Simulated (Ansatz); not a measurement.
**Al: zone-centre modes**

The calculation used DFT PBE, scalar-relativistic, plane waves, PAW in Ansatz 0.2.0. Cutoff 420 eV, 22×22×12 k-points (Γ-centred), Fermi-Dirac smearing of 0.15 eV. No spin polarisation. Phonons by linear response, acoustic sum rule imposed.

The cell, relaxed at this level:
```yaml
crystal:
  lattice:
    - [1.42687, -2.47246, 0.04141]
    - [1.42687, 2.47246, 0.04141]
    - [-0.13695, 0.00000, 4.71847]
  atoms:
    - { symbol: Al, position: [0.66667, 0.33333, 0.75000] }
    - { symbol: Al, position: [0.33333, 0.66667, 0.25000] }
```

The cell was found from a structure generator's guess, not taken from experiment. In a metal, frequencies depend on the k mesh and the smearing, soft modes most. This form isn't the element's ground state: it lies 33 meV/atom above the standard structure at this level.

(1) Is this structure stable against zone-centre distortions?

(2) List the optical modes at Γ (i marks imaginary ones).

Answers

(1) Yes, at Γ: no optical mode is imaginary. Strains and other wave vectors aren't tested by this run.

(2)
```tsv
frequency (meV)	degeneracy
17.2	2
37.7	1
```
